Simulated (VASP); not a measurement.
# P in VASP: work function with PBEsol+D3(BJ)

Aim: the work function of P with PBEsol+D3(BJ).

Everything below comes from runs of VASP 6.6.1. Logs are shortened: lines on timing, memory, paths and dates and some standing lists are left out, and cuts for length are marked.

### Step 1. Starting point

The cell holds a slab with vacuum, 4 atoms: a = 3.227 Å, b = 4.564 Å, c = 23.564 Å, α = 90.00°, β = 90.00°, γ = 90.00°.

The cell was built by a generator and needn't be a form met in nature.

### Step 2. Work function, PBEsol+D3(BJ)

INCAR reads:

```
SYSTEM = P
PREC = Accurate
ENCUT = 520
EDIFF = 1E-7
ISMEAR = 0
SIGMA = 0.04
LREAL = .FALSE.
LASPH = .TRUE.
NELM = 100
ALGO = Normal
ISIF = 2
LWAVE = .FALSE.
LCHARG = .TRUE.
LDIPOL = .TRUE.
IDIPOL = 3
DIPOL = 0.5 0.5 0.500
GGA = PS
IVDW = 12
LVHAR = .TRUE.
LVACPOTAV = .TRUE.
KPAR = 2
```

KPOINTS reads:

```
Automatic mesh
0
G
  12 9 1
  0 0 0
```

POSCAR reads:

```
P                                       
1.0
    1.8633749200      2.6352100400      0.0000000000
   -3.7267498400      2.6352100400      0.0000000000
    0.0000000000      0.0000000000     23.5643390700
  P             
     4
Direct
     0.5000000000000000    0.5864614502159735    0.4555261284705586
     0.0000000000000000    0.9135385497840265    0.4555261284705586
     0.0000000000000000    0.0864614502159735    0.5444738715294415
     0.5000000000000000    0.4135385497840265    0.5444738715294415
```

Potentials or basis: VASP PAW PBE potentials, release 64 (P).

Run with:

```console
$ cat potpaw_PBE.64/P/POTCAR > POTCAR
$ mpirun -np 2 vasp_std > vasp.out
```

OUTCAR:

```text
SYSTEM = P
   PREC = Accurate
   ENCUT = 520
   EDIFF = 1E-7
   ISMEAR = 0
   LREAL = .FALSE.
   LASPH = .TRUE.
   NELM = 100
   ISIF = 2
   GGA = PS
   IVDW = 12
 IVDW          = 12

 ion  position               nearest neighbor table
   1  0.500  0.586  0.456-   2 2.20   2 2.20   4 2.24
   2  0.000  0.914  0.456-   1 2.20   1 2.20   3 2.24
   3  0.000  0.086  0.544-   4 2.20   4 2.20   2 2.24
   4  0.500  0.414  0.544-   3 2.20   3 2.20   1 2.24

  LATTYP: Found a simple orthorhombic cell.
 ALAT       =     3.2274599993
 B/A-ratio  =     1.4142135702
 C/A-ratio  =     7.3012025168

  Lattice vectors:

 A1 = (   1.8633749200,   2.6352100400,   0.0000000000)
 A2 = (  -3.7267498400,   2.6352100400,   0.0000000000)
 A3 = (   0.0000000000,   0.0000000000,  23.5643390700)

Analysis of symmetry for initial positions (statically):
=====================================================================
 Subroutine PRICEL returns:
 Original cell was already a primitive cell.

 Routine SETGRP: Setting up the symmetry group for a
 simple orthorhombic supercell.

 Subroutine GETGRP returns: Found  8 space group operations
 (whereof  4 operations were pure point group operations)
 out of a pool of  8 trial point group operations.

The static configuration has the point symmetry C_2h.
 The point group associated with its full space group is D_2h.

Analysis of symmetry for dynamics (positions and initial velocities):
=====================================================================
 Subroutine PRICEL returns:
 Original cell was already a primitive cell.

 Routine SETGRP: Setting up the symmetry group for a
 simple orthorhombic supercell.

 Subroutine GETGRP returns: Found  8 space group operations
 (whereof  4 operations were pure point group operations)
 out of a pool of  8 trial point group operations.

The dynamic configuration has the point symmetry C_2h.
 The point group associated with its full space group is D_2h.

 Subroutine INISYM returns: Found  8 space group operations
 (whereof  4 operations are pure point group operations),
 and found     1 'primitive' translations

----------------------------------------------------------------------------------------

                                     Primitive cell

  volume of cell :     347.1299

  direct lattice vectors                    reciprocal lattice vectors
     1.863374920  2.635210040  0.000000000     0.178886884  0.252984262  0.000000000
    -3.726749840  2.635210040  0.000000000    -0.178886884  0.126492131  0.000000000
     0.000000000  0.000000000 23.564339070     0.000000000  0.000000000  0.042437006

  length of vectors
     3.227459999  4.564317728 23.564339070     0.309841175  0.219090795  0.042437006

  position of ions in fractional coordinates (direct lattice)
     0.500000000  0.586461450  0.455526128
     0.000000000  0.913538550  0.455526128
     0.000000000  0.086461450  0.544473872
     0.500000000  0.413538550  0.544473872

  ion indices of the primitive-cell ions
   primitive index   ion index
                 1           1
                 2           2
                 3           3
                 4           4

----------------------------------------------------------------------------------------

 KPOINTS: Automatic mesh

Automatic generation of k-mesh.
 Grid dimensions read from file:
 generate k-points for:   12    9    1

 Generating k-lattice:

  Cartesian coordinates                     Fractional coordinates (reciprocal lattice)
     0.014907240  0.021082022  0.000000000     0.083333333  0.000000000  0.000000000
    -0.019876320  0.014054681  0.000000000     0.000000000  0.111111111  0.000000000
     0.000000000  0.000000000  0.042437006     0.000000000  0.000000000  1.000000000

  Length of vectors
     0.025820098  0.024343422  0.042437006

  Shift w.r.t. Gamma in fractional coordinates (k-lattice)
     0.000000000  0.000000000  0.000000000

 Subroutine IBZKPT returns following result:
 ===========================================

 Found     35 irreducible k-points:

 Following reciprocal coordinates:
            Coordinates               Weight
  0.000000  0.000000  0.000000      1.000000
  0.083333  0.000000  0.000000      2.000000
  0.166667  0.000000  0.000000      2.000000
  0.250000  0.000000  0.000000      2.000000
  0.333333  0.000000  0.000000      2.000000
  0.416667  0.000000  0.000000      2.000000
[... 16 lines left out ...]
  0.083333  0.333333  0.000000      4.000000
  0.166667  0.333333  0.000000      4.000000
 [... further k-points ...]
   k-points           NKPTS =     35   k-points in BZ     NKDIM =     35   number of bands    NBANDS=     14
   number of dos      NEDOS =    301   number of ions     NIONS =      4
   total plane-waves  NPLWV = 155520
   dimension x,y,z NGX =    24 NGY =   36 NGZ =  180
   dimension x,y,z NGXF=    48 NGYF=   72 NGZF=  360
   ions per type =               4
   NGX,Y,Z   is equivalent  to a cutoff of  12.36, 13.11, 12.70 a.u.
   NGXF,Y,Z  is equivalent  to a cutoff of  24.72, 26.22, 25.40 a.u.
 SYSTEM =  P
   PREC   = accura    normal or accurate (medium, high low for compatibility)
   ISTART =      0    job   : 0-new  1-cont  2-samecut
   ICHARG =      2    charge: 1-file 2-atom 10-const
   ISPIN  =      1    spin polarized calculation?
   LNONCOLLINEAR =      F non collinear calculations
   LSORBIT =      F    spin-orbit coupling
   LASPH  =      T    aspherical Exc in radial PAW
   ENCUT  =  520.0 eV  38.22 Ry    6.18 a.u.   6.00  8.49 43.81*2*pi/ulx,y,z
   NELM   =    100;   NELMIN=  2; NELMDL= -5     # of ELM steps
   EDIFF  = 0.1E-06   stopping-criterion for ELM
   LREAL  =      F    real-space projection
   EDIFFG = 0.1E-05   stopping-criterion for IOM
   NSW    =      0    number of steps for IOM
   IBRION =     -1    ionic relax: 0-MD 1-quasi-New 2-CG
   NFREE  =      0    steps in history (QN), initial steepest desc. (CG)
   ISIF   =      2    stress and relaxation
   ISYM   =      2    0-nonsym 1-usesym 2-fastsym
   POTIM  = 0.5000    time-step for ionic-motion
   TEBEG  =    0.0;   TEEND  =   0.0 temperature during run
   PSTRESS=    0.0 pullay stress
   NELECT =      20.0000    total number of electrons
   NUPDOWN=      -1.0000    fix difference up-down
   EMIN   =  10.00;   EMAX   =-10.00  energy-range for DOS
   EFERMI =   0.00;   METHOD = LEGACY
   ISMEAR =     0;   SIGMA  =   0.04  broadening in eV -4-tet -1-fermi 0-gaus
   EFERMI_NEDOS =   21; number of points for ismear=-14 and -15
   IALGO  =     38    algorithm
   IMIX   =      4    mixing-type and parameters
     AMIX     =   0.40;   BMIX     =  1.00
     AMIX_MAG =   1.60;   BMIX_MAG =  1.00
  volume/ion in A,a.u.               =      86.78       585.64
  Fermi-wavevector in a.u.,A,eV,Ry     =   0.632297  1.194867  5.439595  0.399799
  Thomas-Fermi vector in A             =   1.695564
   LORBIT       =      0    0 simple, 1 ext, 2 COOP (PROOUT), +10 PAW based schemes
   GGA     = PS    functional components
   LHFCALC =     F    Hartree Fock is set to
   AEXX    =    0.0000 exact exchange contribution
   IVDW    =    12    specifies the selected vdW correction
   LEPSILON=     F    determine dielectric tensor
   LRPA    =     F    only Hartree local field effects (RPA)
 non-spin polarized calculation
 Gauss-broadening in eV      SIGMA  =   0.04
  energy-cutoff  :      520.00
  volume of cell :      347.13
 maximum number of plane-waves:      9416
   NGX = 13   NGY = 17   NGZ = 87

 dipolmoment           0.000000      0.000000      0.000000 electrons x Angstroem

 number of electron      19.9999999 magnetization

 dipolmoment           0.000000      0.000000     -0.000000 electrons x Angstroem

 Free energy of the ion-electron system (eV)
  ---------------------------------------------------
  ext. energy  EPLUGINS =         0.00000000
  ---------------------------------------------------
  free energy    TOTEN  =       -22.83032954 eV

  energy without entropy =      -22.83032954  energy(sigma->0) =      -22.83032954

 E-fermi :  -2.4254     XC(G=0):  -2.6316

 val. band max:       -2.6197922404   @ k =   0.0833   0.0000   0.0000
 cond. band min:      -1.8439195938   @ k =   0.0000   0.0000   0.0000
 fundamental gap:      0.7758726466
 Fermi energy:        -2.4253550068

 k-point     1 :       0.0000    0.0000    0.0000
  band No.  band energies     occupation
      1     -17.8340      2.00000
      2     -15.2806      2.00000
      3     -11.8162      2.00000
      4      -8.4819      2.00000
      5      -7.3993      2.00000
      6      -7.2653      2.00000
      7      -5.7633      2.00000
      8      -4.4680      2.00000
      9      -4.1145      2.00000
     10      -2.6295      2.00000
     11      -1.8439      0.00000
     12      -0.8029      0.00000
     13       0.4057      0.00000
     14       0.9414      0.00000

 k-point     2 :       0.0833    0.0000    0.0000
  band No.  band energies     occupation
      1     -17.7467      2.00000
      2     -15.1901      2.00000
      3     -11.8342      2.00000
      4      -8.4139      2.00000
      5      -7.3207      2.00000
      6      -7.2993      2.00000
      7      -6.3205      2.00000
      8      -4.6868      2.00000
      9      -4.4232      2.00000
     10      -2.6198      2.00000
     11      -1.7604      0.00000
     12      -0.0391      0.00000
     13       0.4045      0.00000
     14       1.1256      0.00000
[... 343 lines left out ...]
      1     -17.2039      2.00000
      2     -15.9078      2.00000
      3     -11.7396      2.00000
      4     -10.2013      2.00000
      5      -6.4179      2.00000
      6      -6.2765      2.00000
      7      -5.2021      2.00000
      8      -4.9646      2.00000
      9      -4.6097      2.00000
     10      -3.1868      2.00000
     11      -0.1172      0.00000
     12       0.4282      0.00000
     13       0.4284      0.00000
     14       0.6258      0.00000

 k-point    24 :       0.1667    0.3333    0.0000
  band No.  band energies     occupation
      1     -16.9479      2.00000
      2     -15.6568      2.00000
      3     -11.6721      2.00000
      4     -10.0849      2.00000
      5      -7.4566      2.00000
      6      -6.6328      2.00000
      7      -6.1125      2.00000
      8      -4.8529      2.00000
      9      -4.4382      2.00000
     10      -3.5864      2.00000
     11       0.0366      0.00000
     12       0.3093      0.00000
     13       0.3981      0.00000
     14       1.7854      0.00000

 [... further k-points ...]

------------------------ aborting loop because EDIFF is reached ----------------------------------------

 vacuum level on the upper side and lower side of the slab       (xc-potential included)        -0.112        -0.112

 Edisp (eV)   -0.68843

 E8    (eV) :    -0.4273

  FORCE on cell =-STRESS in cart. coord.  units (eV):
  Direction    XX          YY          ZZ          XY          YZ          ZX
  --------------------------------------------------------------------------------------
  -------------------------------------------------------------------------------------
  Total      -0.49291     0.00272     0.01194     0.70093    -0.00000    -0.00000
  in kB      -2.27503     0.01255     0.05513     3.23513    -0.00000    -0.00000
  external pressure =       -0.74 kB  Pullay stress =        0.00 kB

 VOLUME and BASIS-vectors are now :
 -----------------------------------------------------------------------------
  energy-cutoff  :      520.00
  volume of cell :      347.13
      direct lattice vectors                 reciprocal lattice vectors
     1.863374920  2.635210040  0.000000000     0.178886884  0.252984262  0.000000000
    -3.726749840  2.635210040  0.000000000    -0.178886884  0.126492131  0.000000000
     0.000000000  0.000000000 23.564339070     0.000000000  0.000000000  0.042437006

 POSITION                                       TOTAL-FORCE (eV/Angst)
 -----------------------------------------------------------------------------------
     -1.25391      2.86305     10.73417         0.001575     -0.001113     -0.007113
     -3.40453      2.40737     10.73417        -0.001575      0.001113     -0.007113
     -0.32222      0.22784     12.83017         0.001575     -0.001113      0.007113
     -0.60947      2.40737     12.83017        -0.001575      0.001113      0.007113
 -----------------------------------------------------------------------------------
    total drift:                               -0.000000      0.000000     -0.000000

  FREE ENERGIE OF THE ION-ELECTRON SYSTEM (eV)
  ---------------------------------------------------
  free  energy   TOTEN  =       -23.5187591713 eV

  energy  without entropy=      -23.5187591713  energy(sigma->0) =      -23.51875917

 vacuum level on the upper side and lower side of the slab         2.412         2.412
```

Wall time 97 s (2 MPI ranks of Intel Xeon Platinum 8488C (Sapphire Rapids), shared host); peak memory 0.45 GiB.

Results:

| Property | Result |
| --- | --- |
| Free energy | -23.5188 eV |
| Largest force | 0.007 eV/Å |
| Band gap on the k mesh | 0.78 eV, indirect (least direct gap 0.79 eV) |
| Dispersion energy per atom | -0.172 eV |
| Ionisation potential of the upper face | 5.03 eV |

Forces in eV/Å, atoms in the order of the input:
```
P    0.002 -0.001 -0.007
P   -0.002  0.001 -0.007
P    0.002 -0.001  0.007
P   -0.002  0.001  0.007
```

Levels at points of the mesh, in eV from the valence-band top:
| k point | band 8 | band 9 | band 10 | band 11 | band 12 | band 13 |
| --- | --- | --- | --- | --- | --- | --- |
| (0.00, 0.00, 0.00) | -1.85 | -1.49 | -0.01 | 0.78 | 1.82 | 3.03 |
| (0.50, 0.00, 0.00) | -2.75 | -2.00 | -2.00 | 1.14 | 1.14 | 2.02 |

Caveat: the PAW data sets were made with another functional, which shifts forces and pressure a little.
